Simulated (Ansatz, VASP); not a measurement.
## Two plane-wave programs on GaN

```
Ga N
1.0
     3.21467    0.00000    0.00000
    -1.60733    2.78398    0.00000
     0.00000    0.00000    5.23495
Ga N
2 2
Cartesian
  0.0000 1.8560 -0.0046
  1.6073 0.9280 2.6128
  0.0000 1.8560 1.9677
  1.6073 0.9280 4.5852
```

Alike in both runs: task single point; functional r2SCAN; k mesh 9 × 9 × 4; no spin polarisation.

|  | VASP | Ansatz |
| --- | --- | --- |
| version | VASP 6.6.1 | Ansatz 0.2.0 |
| potentials or method | VASP PAW PBE potentials, release 64 (Ga_d, N) | plane waves, PAW |
| plane-wave cutoff (eV) | 520 | 500 |
| occupations | gaussian, width 0.01 eV | fixed |
| valence electrons in the cell | 36 | 36 |

```csv
,VASP,Ansatz,Ansatz less VASP
gap on the k mesh at the Fermi level (eV),2.14,2.14,+0.006
pressure (GPa),-4.5,-5.5,-1.01
```

Caveats: the PAW data sets were made with another functional, which shifts forces and pressure a little (VASP). r2SCAN opens gaps a little over a GGA but as a rule still falls short of measured ones.
